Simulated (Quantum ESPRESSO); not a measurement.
# Gap and decay constant along [001] of zinc blende AlN under biaxial strain from −4 % to +4 %, PBE

All nine members are the same compound: aluminium and nitrogen in polar, tetrahedral bonds, with nitrogen 2p states at the top of the valence band. Only the shape of the cell changes, as it would in a thin film that takes over the in-plane lattice of its substrate. I want to see what this does to AlN as a tunnel barrier, where leakage depends exponentially on the decay constant. For each strain I calculated the Kohn-Sham gap and the decay constant at mid-gap of the slowest evanescent state along [001]. Strain is counted from the relaxed cubic crystal, so a negative value means a substrate with a smaller lattice than AlN.

## How the numbers were made

The cubic cell of zinc blende AlN was relaxed first (a = 4.406 angstrom); each member is held at its biaxial strain in the (001) plane while the axis and the atoms relax within their symmetry. The usual room-temperature form of AlN is another structure or stacking than the one computed for it here. The relaxations, to forces under 0.001 Ry/bohr and stress under 0.3 kbar, used 50 Ry for waves and meshes of 6 to 8 divisions. Program: Quantum ESPRESSO 7.5, plane waves, PBE, GBRV ultrasoft pseudopotentials, cutoffs 40 Ry for waves and 200 Ry for the density, fixed occupations, scalar-relativistic, no spin polarisation, no spin-orbit coupling; k meshes of 8 divisions in the plane and 6 along the axis. Complex bands along [001] come from pwcond with energy window 4 Ry, basis threshold 1e-05 and 7 subslabs a slab at the in-plane wavevectors (0, 0), (1/2, 0), (1/2, 1/2) of the zone of the tetragonal cell with in-plane edges near a/sqrt(2), on 48 energies in steps of 0.15 eV. The gap is that of the self-consistent k mesh. The same in all rows: in-plane wavevector of the slowest state at mid-gap: zone centre.

- biaxial strain (%): biaxial strain, change of both in-plane edges against the relaxed cubic crystal.
- axial strain (%): strain of the relaxed axis along [001] against the relaxed cubic crystal.
- decay constant (1/Å): decay constant kappa = Im kz of the slowest evanescent state along [001], interpolated to mid-gap, least over the listed wavevectors.
- gap (eV): Kohn-Sham gap on the k mesh.
- Franz mass (m_e): tunnelling mass of the two-band Franz relation, m = 4 (hbar^2/2m_e) kappa^2 / gap with hbar^2/2m_e = 3.80998 eV angstrom^2.

## Results

```
member  biaxial strain (%)  axial strain (%)  decay constant (1/Å)  gap (eV)  Franz mass (m_e)
−4 %    −4                  3.87              0.294                 3.055     0.432
−3 %    −3                  2.97              0.288                 3.126     0.404
−2 %    −2                  2.02              0.281                 3.185     0.378
−1 %    −1                  1.03              0.274                 3.244     0.354
0 %     0                   0.00              0.268                 3.299     0.332
+1 %    1                   −1.08             0.261                 3.180     0.326
+2 %    2                   −2.22             0.254                 3.072     0.319
+3 %    3                   −3.42             0.247                 2.975     0.312
+4 %    4                   −4.68             0.240                 2.890     0.303
```

Least-squares fits to the whole series, with x = biaxial strain (%); R² in the fitted variables, residuals in the unit of y:

```
y                     members  fit                                         R²    rms residual  leave-one-out rms  standard deviation of y
decay constant (1/Å)  9        y = 0.26772 − 0.0067667 x − 4.1126×10⁻⁵ x²  1.00  2.2×10⁻⁴      3.1×10⁻⁴           0.019
gap (eV)              9        y = 3.230 − 0.02338 x − 0.01740 x²          0.93  0.032         0.052              0.13
```

## Why the values move as they do

The decay constant falls at every step from −4 % to +4 %, with a mean slope of (0.240 − 0.294) / 8 = −0.00675 1/Å per percent. The gap behaves differently. It is largest in the unstrained crystal and falls on both sides, by (3.299 − 3.055) / 4 = 0.061 eV per percent of compression and (3.299 − 2.890) / 4 = 0.102 eV per percent of tension. Under compression, therefore, the gap narrows while the evanescent state dies away faster.

The theory of strained zinc blende crystals explains this by assigning the two quantities to different band edges. The gap of zinc blende AlN is indirect, from Γ to X. In the cubic crystal the three p states at the valence top are degenerate, and so are the three X valleys. Strain of either sign splits both sets, and the gap runs from the highest valence level to the lowest valley, so the splitting narrows it both ways. To first order the single p_z level moves twice as far as the p_x, p_y pair. It is p_z that rises under tension, which helps to make that side steeper.

The slowest state at the zone centre instead links p_z to the s-like conduction state at Γ, and its decay constant grows with the separation of these two levels. Under tension the volume grows, to (1 + 4 / 100)² × (1 − 4.68 / 100) = 1.031 of the cubic value at +4 %, which lowers the s-like state, while the shorter axis raises p_z. Both shifts reduce the separation. Compression reverses both. The p_x, p_y pair then forms the valence top, but by symmetry it does not mix with the s-like state along [001].

I also computed the energy at which this state decays fastest. It lies somewhat above mid-gap at every strain, as expected if the link ends at the Γ conduction state, which is higher than the X minimum.

## Where the trend breaks

Largest departures from the fit to the whole series:

```
member  decay constant (1/Å)  fit    computed − fit  in rms residuals
−1 %    0.274                 0.274  0.000           2.0
−3 %    0.288                 0.288  0.000           1.6
0 %     0.268                 0.268  0.000           1.3
−4 %    0.294                 0.294  0.000           0.6
```

In the gap, the unstrained crystal lies farthest from the fitted parabola: 3.299 − 3.230 = 0.069 eV above it, about twice the rms residual. The likeliest reason is the change of band edge at zero strain, which gives the gap a kink that a smooth parabola rounds off. The +2 % member, roughly 0.04 eV below the curve, belongs to the same misfit.

Two straight lines that meet at the unstrained value, with the slopes 0.061 and 0.102 eV per percent, describe the gap better. They pass through the two end members by construction and miss the other six strained members by about 0.015 eV typically and 0.023 eV at most, against a standard deviation of 0.13 eV over the series.

For the decay constant, the departures listed for −1 %, −3 % and 0 % are smaller than the last decimal kept, and I read no physics into them.

## Problems

**Which members combine a gap above 3.1 eV with a decay constant of at least 0.28 1/Å?**
The second condition leaves −4 %, −3 % and −2 %. The first removes −4 %, with its gap of 3.055 eV. Of the remaining two, −2 % has the wider gap, by 3.185 − 3.126 = 0.059 eV, and −3 % the larger decay constant, by 0.288 − 0.281 = 0.007 1/Å. For leakage at mid-gap I would take −3 %; for the wider gap, −2 %.

**How much does strain change tunnelling through a film that is 20 Å thick when unstrained?**
I take the transmission as exp(−2κd) and keep the number of atomic layers fixed, so that d follows the axial strain.
- At 0 %, 2κd = 2 × 0.268 × 20 = 10.72.
- At −4 %, 2κd = 2 × 0.294 × 20 × (1 + 3.87 / 100) = 12.22, and the transmission changes by exp(10.72 − 12.22) = 0.22.
- At +4 %, 2κd = 2 × 0.240 × 20 × (1 − 4.68 / 100) = 9.15, and the factor is exp(10.72 − 9.15) = 4.8.

**Can I keep the unstrained Franz mass and correct only the gap?**
With a fixed mass, κ goes as the square root of the gap.
- At −4 % this gives 0.268 × √(3.055 / 3.299) = 0.258 1/Å, where the full calculation has 0.294. Even the sign of the change is wrong.
- At +4 % it gives 0.268 × √(2.890 / 3.299) = 0.251 1/Å against 0.240, which is the right sign but less than two thirds of the change.

On the picture above, the correction fails because the gap ends at an X valley while the evanescent state links to the conduction state at Γ. Under compression the gap also starts from the p_x, p_y pair, whereas the evanescent state still starts from p_z. The Franz mass takes up the difference and so varies, from 0.432 to 0.303 m_e.

## Conclusions

Between −4 % and +4 %, a smaller in-plane lattice makes the slowest evanescent state of zinc blende AlN decay faster at mid-gap, although its gap is widest without strain. A narrower gap is thus no reliable sign of a leakier barrier here: it goes with faster decay under compression and with slower decay under tension.

PBE gaps are too small against experiment, and the decay constants with them, so a real barrier should transmit less at mid-gap than these values suggest. In a device, the band line-up may place the Fermi level away from mid-gap, which usually slows the decay when it lies near a band edge. Image charges lower the barrier and also slow the decay. An electrode whose states do not match the symmetry of the slowest state would make the effective decay faster.

Films strained by several percent stay coherent only when very thin; thicker ones form dislocations and return towards the unstrained values. The usual form of AlN is wurtzite, to which these numbers do not apply.

[Logs are printed without paths, hosts, clocks, repeated set-up lines and the standing remarks that a program may print on its own settings, such as how far it seeks lower states.]

[On method and selection: Bulk complex bands leave out the interface: band line-up, symmetry matching to an electrode and image charges. The decay constants on the energy grid were kept to three decimals in 1/angstrom; interpolated values carry no more. Runs in which pwcond's reduced basis gave spurious channels inside the gap were left out. Polar or tilting distortions that break the kept symmetry are left out. Runs that failed checks of pwcond against itself, whose gap is too narrow for the energy step, or whose stored transmission had to be rebuilt from the program's table, are left out. Runs that did not converge, have known faults or may not be shown are not listed, and runs on Ansatz's PAW sets soft_1 and soft_2 are kept to separate tables. Tables of this kind whose fit explains under a quarter of the variance weren't written up, so the strength of the trend here is selected. Systems with elements from V to Ni or with open 4f shells were left out wherever spin was off.]
